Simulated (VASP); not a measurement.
# PbTe: an input that fails (relaxed cell and band gap)

PbTe, Fm-3m (no. 225), 2 atoms in the cell.

INCAR:
```
PREC     = Accurate       # precision mode
ENCUT    = 600            # plane-wave cutoff, eV
EDIFF    = 1E-7           # SCF threshold, eV
ISMEAR   = 0              # smearing method
SIGMA    = 0.02           # smearing width, eV
LREAL    = False          # projectors in reciprocal space
LASPH    = True           # aspherical terms in the spheres
GGA_COMPAT= False        
ALGO     = Normal         # electronic algorithm
NELM     = 80             # most SCF steps
ISIF     = 3              # what is computed and relaxed
LWAVE    = False          # write WAVECAR
LCHARG   = False          # write CHGCAR
GGA      = LIBXC          # functional
IBRION   = 2              # ionic algorithm
EDIFFG   = -0.005         # ionic threshold
NSW      = 20             # ionic steps
```

KPOINTS:
```
k-points
0
Gamma
  6 6 6
```

POSCAR:
```
TePb
1.0
    0.0000000000      3.2310000000      3.2310000000
    3.2310000000      0.0000000000      3.2310000000
    3.2310000000      3.2310000000      0.0000000000
Pb Te
1 1
Direct
    0.0000000000      0.0000000000      0.0000000000
    0.5000000000      0.5000000000      0.5000000000
```

Commands:
```
cat potpaw_PBE.64/Pb_d/POTCAR potpaw_PBE.64/Te/POTCAR > POTCAR
mpirun -np 1 vasp_std > vasp.out
```

VASP stops with:
```
XC_FOCK_READER: Libxc is attempted to be used, but neither LIBXC1 nor LIBXC2 is specified. ---->  I REFUSE TO CONTINUE WITH THIS SICK JOB ... BYE!!! <----
```

Cause: library asked for but no functional named.
